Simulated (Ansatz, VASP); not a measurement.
# Cross-check of Co (Co(0001)) between VASP and Ansatz, part 2 of 2

Wanted: the spread between two codes on one cell, functional and k mesh. The structure shown is the start of the Ansatz relaxation below; VASP solves that cell, so the two are compared at the walk's first step.

VASP 6.6.1 and Ansatz 0.2.0.

So far: Set-up; Ansatz: relaxation, PBE.

## Step 3: VASP: single point, PBE, start cell

Level of this step: PBE, spin-polarised from a ferromagnetic start; plane waves and PAW (Co) (VASP).

The same cell, functional, mesh and smearing now go to VASP, with its own data sets.

Lines of VASP's logs that name or quote its potential files are left out, and so is its time.

File INCAR:

```
SYSTEM = Co
PREC = Accurate
ENCUT = 520
EDIFF = 1E-06
NELM = 200
ISMEAR = -1
SIGMA = 0.1
LREAL = .FALSE.
ALGO = Normal
GGA = PE
NBANDS = 31
ISPIN = 2
MAGMOM = 1.82 1.76 1.74 1.79
LASPH = .TRUE.
LMAXMIX = 4
LORBIT = 11
LWAVE = .FALSE.
LCHARG = .FALSE.
ISIF = 2
LDIPOL = .TRUE.
IDIPOL = 3
DIPOL = 0.5 0.5 0.5
LVHAR = .TRUE.
GGA_COMPAT = .FALSE.
NELMDL = -8
```

File POSCAR:

```
Co
1.0
    2.5100000000      0.0000000000      0.0000000000
    1.2550000000      2.1737237635      0.0000000000
    0.0000000000      0.0000000000     24.1068300000
Co
4
Direct
    0.6666667071      0.6666665859      0.3733381784
    0.0000000000      0.0000000000      0.4577793928
    0.6666667071      0.6666665859      0.5422206072
    0.0000000000      0.0000000000      0.6266618216
```

File KPOINTS:

```
Automatic mesh
0
Gamma
12 12 1
0 0 0
```

Potentials, in the order of the species: Co (PBE family, release 64).

Launch:

```console
$ mpirun -np 1 vasp_std
```

Numbers of over 12 decimals in the logs are rounded to 6 here.

Log:

```text
[banner, memory and clock lines left out]
running    1 mpi-ranks, on    1 nodes
 distrk:  each k-point on    1 cores,    1 groups
 distr:  one band on    1 cores,    1 groups

 POSCAR found type information on POSCAR Co
 POSCAR found :  1 types and       4 ions
 LDA part: xc-table for (Slater+PW92), standard interpolation
 POSCAR, INCAR and KPOINTS ok, starting setup
 FFT: planning ... GRIDC
 FFT: planning ... GRID_SOFT
 FFT: planning ... GRID
 WAVECAR not read
 entering main loop
       N       E                     dE             d eps       ncg     rms          rms(c)
DAV:   1     0.251322296674E+03    0.25132E+03   -0.15189E+04  2356   0.115E+03
DAV:   2    -0.160806744492E+02   -0.26740E+03   -0.24736E+03  2405   0.266E+02
DAV:   3    -0.305359871099E+02   -0.14455E+02   -0.13965E+02  2741   0.908E+01
DAV:   4    -0.307370906674E+02   -0.20110E+00   -0.20100E+00  2712   0.118E+01
DAV:   5    -0.307431639403E+02   -0.60733E-02   -0.60731E-02  3609   0.133E+00
DAV:   6    -0.307432601338E+02   -0.96194E-04   -0.96193E-04  2849   0.179E-01
DAV:   7    -0.307432642114E+02   -0.40776E-05   -0.40776E-05  3627   0.332E-02
DAV:   8    -0.307432642808E+02   -0.69344E-07   -0.69300E-07  1749   0.465E-03    0.199E+01
DAV:   9    -0.391446338974E+02   -0.84014E+01   -0.70027E+01  2734   0.122E+02    0.428E+01
DAV:  10    -0.325621618287E+02    0.65825E+01   -0.42274E+01  2677   0.973E+01    0.332E+01
DAV:  11    -0.262158103551E+02    0.63464E+01   -0.17429E+01  3023   0.562E+01    0.112E+01
DAV:  12    -0.351920177798E+02   -0.89762E+01   -0.29559E+01  2839   0.819E+01    0.388E+01
DAV:  13    -0.268097842878E+02    0.83822E+01   -0.37656E+01  3066   0.614E+01    0.122E+01
DAV:  14    -0.264121484715E+02    0.39764E+00   -0.54312E+00  2940   0.303E+01    0.118E+01
[...]
DAV:  38    -0.267020734951E+02   -0.95443E-04   -0.61224E-07  1873   0.666E-03    0.364E-03
DAV:  39    -0.267021745554E+02   -0.10106E-03   -0.39090E-07  1825   0.595E-03    0.347E-03
DAV:  40    -0.267022392853E+02   -0.64730E-04   -0.29837E-07  1883   0.487E-03    0.259E-03
DAV:  41    -0.267022597979E+02   -0.20513E-04   -0.84309E-08  1767   0.242E-03    0.210E-03
DAV:  42    -0.267022641720E+02   -0.43741E-05   -0.35631E-08  1743   0.135E-03    0.183E-03
DAV:  43    -0.267022660213E+02   -0.18493E-05   -0.34144E-08  1606   0.120E-03    0.113E-03
DAV:  44    -0.267022671321E+02   -0.11108E-05   -0.36191E-08  1656   0.121E-03    0.651E-04
DAV:  45    -0.267022673565E+02   -0.22441E-06   -0.77906E-09  1570   0.667E-04
   1 F= -.26702267E+02 E0= -.26630218E+02  d E =-.144098E+00  mag=     6.7976
```

Parts of OUTCAR (step 3):

```text
ion  position               nearest neighbor table
   1  0.667  0.667  0.373-   2 2.50   2 2.50   2 2.50
   2  0.000  0.000  0.458-   1 2.50   3 2.50   1 2.50   3 2.50   1 2.50   3 2.50
   3  0.667  0.667  0.542-   2 2.50   4 2.50   2 2.50   4 2.50   2 2.50   4 2.50
   4  0.000  0.000  0.627-   3 2.50   3 2.50   3 2.50

  LATTYP: Found a hexagonal cell.
 ALAT       =     2.5100000000
 C/A-ratio  =     9.6043147410

 Subroutine GETGRP returns: Found 12 space group operations
 (whereof  6 operations were pure point group operations)

The static configuration has the point symmetry C_3v.
 The point group associated with its full space group is D_3d.

 Found     19 irreducible k-points:

   k-points           NKPTS =     19   k-points in BZ     NKDIM =     19   number of bands    NBANDS=     31

   dimension x,y,z NGX =    20 NGY =   20 NGZ =  180
   dimension x,y,z NGXF=    40 NGYF=   40 NGZF=  360

   ENCUT  =  520.0 eV  38.22 Ry    6.18 a.u.   4.67  4.67 44.82*2*pi/ulx,y,z

   NELECT =      36.0000    total number of electrons

 k-points in reciprocal lattice and weights: Automatic mesh
   0.00000000  0.00000000  0.00000000       0.007
   0.08333333  0.00000000  0.00000000       0.042
   0.16666667  0.00000000  0.00000000       0.042
   0.25000000  0.00000000  0.00000000       0.042
   0.33333333  0.00000000  0.00000000       0.042
   0.41666667  0.00000000  0.00000000       0.042
   0.50000000  0.00000000  0.00000000       0.021
   0.16666667  0.08333333  0.00000000       0.042
   0.25000000  0.08333333  0.00000000       0.083
[...]
-0.41666667  0.25000000  0.00000000       0.083
  -0.33333333  0.33333333  0.00000000       0.014

 dipolmoment           0.000000      0.000000      0.000005 electrons x Angstroem

 average (electrostatic) potential at core
       1 -88.3169       2 -88.4278       3 -88.4278       4 -88.3169

 E-fermi :   0.1767

 spin component 1
 k-point     1 :       0.0000    0.0000    0.0000
  band No.  band energies     occupation
    ...
     20      -0.9198      0.99998
     21      -0.9198      0.99998
     22      -0.8047      0.99995
     23      -0.8047      0.99995
     24      -0.6338      0.99970
     25       0.3567      0.14181
     26       4.8226      0.00000
     27       4.8681      0.00000
     28       5.7237      0.00000
     29       6.4406      0.00000
    ...

 k-point     2 :       0.0833    0.0000    0.0000
  band No.  band energies     occupation
    ...
     20      -1.2597      1.00000
     21      -0.9799      0.99999
     22      -0.9233      0.99998
     23      -0.7866      0.99993
     24      -0.0059      0.86124
     25       1.0674      0.00014
     26       5.0261      0.00000
     27       5.0932      0.00000
     28       5.9479      0.00000
     29       6.6308      0.00000
    ...

 k-point     3 :       0.1667    0.0000    0.0000
  band No.  band energies     occupation
    ...
     19      -1.3681      1.00000
     20      -1.2972      1.00000
     21      -0.9322      0.99998
     22      -0.7485      0.99990
     23      -0.6540      0.99975
     24       0.8946      0.00076
     25       2.3494      0.00000
     26       5.6258      0.00000
     27       5.7699      0.00000
     28       6.6198      0.00000
    ...

 k-point     4 :       0.2500    0.0000    0.0000
  band No.  band energies     occupation
    ...
     19      -1.2532      1.00000
     20      -1.2308      1.00000
     21      -0.9261      0.99998
     22      -0.7096      0.99986
     23      -0.1115      0.94693
     24       1.9520      0.00000
     25       3.8701      0.00000
     26       6.5968      0.00000
     27       6.8943      0.00000
     28       7.7356      0.00000
    ...

 k-point     5 :       0.3333    0.0000    0.0000
  band No.  band energies     occupation
    ...
     18      -0.9678      0.99999
     19      -0.9644      0.99999
     20      -0.8860      0.99998
     21      -0.8209      0.99995
     22      -0.6523      0.99975
     23       0.7352      0.00374
     24       3.1683      0.00000
     25       5.5896      0.00000
     26       7.7678      0.00000
     27       8.4504      0.00000
    ...

 k-point     6 :       0.4167    0.0000    0.0000
  band No.  band energies     occupation
    ...
     17      -0.7174      0.99987
     18      -0.6281      0.99968
     19      -0.5332      0.99917
     20      -0.4955      0.99880
     21       0.0408      0.79556
     22       0.2643      0.29398
     23       1.9292      0.00000
     24       3.9941      0.00000
     25       6.8929      0.00000
     26       7.1149      0.00000
    ...

  Total       -2.8632121     -2.8632121     -2.1763128      0.0000000     -0.0000000      0.0000000
  in kB      -34.8775463    -34.8775463    -26.5102436      0.0000000     -0.0000000      0.0000000
  external PRESSURE =     -32.0884454 kB  Pullay stress =       0.0000000 kB

  energy-cutoff  :      520.00
  volume of cell :      131.53
      direct lattice vectors                 reciprocal lattice vectors
     2.510000000  0.000000000  0.000000000     0.398406375 -0.230020028  0.000000000
     1.255000000  2.173723763  0.000000000     0.000000000  0.460040055  0.000000000
     0.000000000  0.000000000 24.106830000     0.000000000  0.000000000  0.041482020

 POSITION                                       TOTAL-FORCE (eV/Angst)
 -----------------------------------------------------------------------------------
      2.51000      1.44915      9.00000         0.000000      0.000000      0.507763
      0.00000      0.00000     11.03561        -0.000000     -0.000000     -0.455429
      2.51000      1.44915     13.07122        -0.000000      0.000000      0.455200
      0.00000      0.00000     15.10683         0.000000     -0.000000     -0.507534
 -----------------------------------------------------------------------------------
    total drift:                                0.000000     -0.000008     -0.000791

  FREE ENERGIE OF THE ION-ELECTRON SYSTEM (eV)
  ---------------------------------------------------
  free  energy   TOTEN  =       -26.7022673565 eV

  energy  without entropy=      -26.5581693223  energy(sigma->0) =      -26.63021834

 vacuum level on the upper side and lower side of the slab         5.130         5.130

 total charge
# of ion       s       p       d       tot
------------------------------------------
    1        0.470   0.386   7.218   8.074
    2        0.477   0.499   7.248   8.224
    3        0.477   0.499   7.248   8.224
    4        0.470   0.386   7.218   8.074
--------------------------------------------------
tot          1.894   1.770  28.931  32.595

 magnetization (x)
# of ion       s       p       d       tot
------------------------------------------
    1       -0.011  -0.042   1.809   1.757
    2       -0.013  -0.051   1.756   1.692
    3       -0.013  -0.051   1.756   1.692
    4       -0.011  -0.042   1.809   1.757
--------------------------------------------------
tot         -0.049  -0.185   7.132   6.898

[... 6 further parts left out ...]
```

## Step 4: Differences

Known differences besides the potentials themselves: VASP starts from the moments at which Ansatz ended; the data sets hold 68 valence electrons in Ansatz (on its default PAW (the set named soft_2) files) and 36 in VASP; the cutoff is 420 eV in Ansatz and 520 eV in VASP. Total energies have different zeros and are not compared.

Forces (eV/Å; atoms numbered as in POSCAR):

```
atom        Ansatz x, y, z          VASP x, y, z
 Co1   0.000, 0.000, 0.489   0.000, 0.000, 0.508
 Co2  0.000, 0.000, -0.465  0.000, 0.000, -0.455
 Co3   0.000, 0.000, 0.465   0.000, 0.000, 0.455
 Co4  0.000, 0.000, -0.489  0.000, 0.000, -0.508
```

The forces differ by 8.8 meV/Å r.m.s., which is 3.1 % of the r.m.s. force of 0.278 eV/Å (both taken over all components). Moments aren't recorded for both runs of this pair, so they may hold unlike magnetic states. With vacuum in the cell, a pressure given here is an average over mostly empty space and none of the material.

## Step 5: Outcome

```
r.m.s. force difference (single point, PBE, start cell) : 3.1 % of the r.m.s. force
```

In words: The r.m.s. force difference is 3.1 % of the r.m.s. force (single point, PBE, start cell), at about the 3 % picked in this series as the mark of a large difference. The data sets hold unlike numbers of valence electrons (68 in Ansatz and 36 in VASP), so part of the differences comes from the potentials. 1 further run of this series is not shown here. Such differences can come from data sets, numerical settings and the points named under the comparisons, not from the functional's error against experiment.

[Lines on the potential files, build, host, timing and source positions are cut from VASP's logs without a mark.]

[Logs are printed without paths, hosts, clocks, repeated set-up lines and the standing remarks that a program may print on its own settings, such as how far it seeks lower states.]

[Hosts, paths, dates, database ids (printed as entryN), source tags and the programs' standing remarks are cut or masked in the printed files.]
